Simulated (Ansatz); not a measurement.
## InP3 under pressure: fit and missing row

InP3, R-3m, a = 7.430 Å, c = 9.838 Å. The structure is a COD entry; whether it is the stable form wasn't checked. Ansatz: PBEsol, PAW, 420 eV, Γ-centred 6×6×6 mesh on 8 atoms, Gaussian smearing 0.10 eV; no spin polarisation. Cell and atoms are relaxed at each pressure, and no other structure is tried, so the rows at high pressure may lie past a change of phase.

| V (Å³/atom) | P (GPa) |
| --- | --- |
| ? | 19.97 |
| 17.241 | 9.99 |
| 18.215 | 5.00 |
| 18.978 | 2.00 |
| 19.598 | 0.01 |
| 20.359 | -1.99 |

Problem. Take V0 = 19.598 Å³/atom, count pressures from its P0 = 0.01 GPa, fit the third-order Birch–Murnaghan form to the other rows, and predict the missing volume.

Solution. With the Eulerian strain f = ½[(V0/V)^(2/3) − 1] and y = (P − P0)/[3f(1 + 2f)^(5/2)], the form is the line y = B0 + 1.5 B0 (B0′ − 4) f. Rows (f, y): 0.04459, 60.3; 0.02500, 58.9; 0.01083, 58.1; -0.01254, 56.6. Means f = 0.01697, y = 58.475; Σ(Δf)² = 0.001736, ΣΔfΔy = 0.1115; the slope is their ratio. y = 57.39 + 64.21 f GPa, so B0 = 57.4 GPa and B0′ = 4 + 2 × (64.21)/(3 × 57.39) = 4.75. P = 19.97 GPa is met at f = 0.07530 (y = 62.23), so V = V0 (1 + 2f)^(−3/2) = 15.879 Å³/atom. The run gave 15.837 Å³/atom, so the fit is 0.042 Å³/atom too high, 0.93 % of the span of the series, against an rms of 0.001 Å³/atom on the fitted rows. The row lies outside the fitted range. A fourth-order term fitted to the same rows gives P = 20.44 GPa at this row's volume (the line 20.35, the run 19.97), no gain.